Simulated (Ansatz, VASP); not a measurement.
Al in VASP and in Ansatz

The input POSCAR:

```
Al
1.0
    2.8642811953      0.0000000000      0.0000000000
   -1.4321405977      2.4805402787      0.0000000000
    0.0000000000      0.0000000000      4.6401355364
Al
2
Direct
    0.3333333333      0.6666666667      0.2500000000
    0.6666666667      0.3333333333      0.7500000000
```

Contents of INCAR.step1:

```
PREC     = Accurate       # precision mode
ENCUT    = 520            # plane-wave cutoff, eV
ISMEAR   = -1             # smearing method
SIGMA    = 0.05           # smearing width, eV
LREAL    = F              # projectors in reciprocal space
LASPH    = T              # aspherical terms in the spheres
NELM     = 60             # most SCF steps
NBANDS   = 10             # bands
GGA      = PE             # functional
ALGO     = Normal         # electronic algorithm
EDIFF    = 1E-4           # SCF threshold, eV
LWAVE    = T              # write WAVECAR
LCHARG   = F              # write CHGCAR
```

Contents of INCAR.step2:

```
PREC     = Accurate       # precision mode
ENCUT    = 520            # plane-wave cutoff, eV
EDIFF    = 1E-8           # SCF threshold, eV
ISMEAR   = -1             # smearing method
SIGMA    = 0.05           # smearing width, eV
LREAL    = F              # projectors in reciprocal space
LASPH    = T              # aspherical terms in the spheres
NELM     = 60             # most SCF steps
ALGO     = Normal         # electronic algorithm
ISIF     = 2              # what is computed and relaxed
LWAVE    = F              # write WAVECAR
LCHARG   = F              # write CHGCAR
METAGGA  = R2SCAN         # meta-GGA
LMIXTAU  = T            
LEFG     = T            
NBANDS   = 10             # bands
ISTART   = 1
```

File KPOINTS:

```
regular mesh
0
Gamma
  12 12 7
```

Input for Ansatz:

```yaml
crystal:
  lattice:
    - [2.8642811953, 0.0, 0.0]
    - [-1.4321405977, 2.4805402787, 0.0]
    - [0.0, 0.0, 4.6401355364]
  atoms:
    - { symbol: Al, position: [0.3333333333, 0.6666666667, 0.25] }
    - { symbol: Al, position: [0.6666666667, 0.3333333333, 0.75] }
kpoints:
  mp_grid: { grid: [12, 12, 7] }
scf:
  occupations: { method: fermi_dirac, width: 0.05 }
hamiltonian:
  xc: r2scan
  pseudopotentials: { kind: paw }
output:
  forces: true
  stress: true
  eigenvalues: true
  efg: { contact_densities: true }
  populations: true
```

Change from the starting cell: shortest bond scaled by 1, PAW files.

Alike in both runs: task electric field gradients; functional r2SCAN; k mesh 12 × 12 × 7; occupations fermi-dirac, width 0.05 eV; no spin polarisation.

```csv
,VASP,Ansatz
version,VASP 6.6.1,Ansatz 0.2.0
potentials or method,"VASP PAW PBE potentials, release 64 (Al)","PAW with Ansatz's default frozen-core files, scalar-relativistic"
plane-wave cutoff (eV),520,500
valence electrons in the cell,6,6
```

|  | VASP | Ansatz | Ansatz less VASP |
| --- | --- | --- | --- |
| pressure (GPa) | -2.8 | -2.5 | +0.30 |
| largest component of the traceless stress (GPa) | 1.22 | 1.23 | +0.007 |
| Vzz of the field gradient on the site that differs most (V/Å²) | -1.7 | -1.6 | +0.11 |

Caveats: the PAW data sets were made with another functional, which shifts forces and pressure a little (VASP).
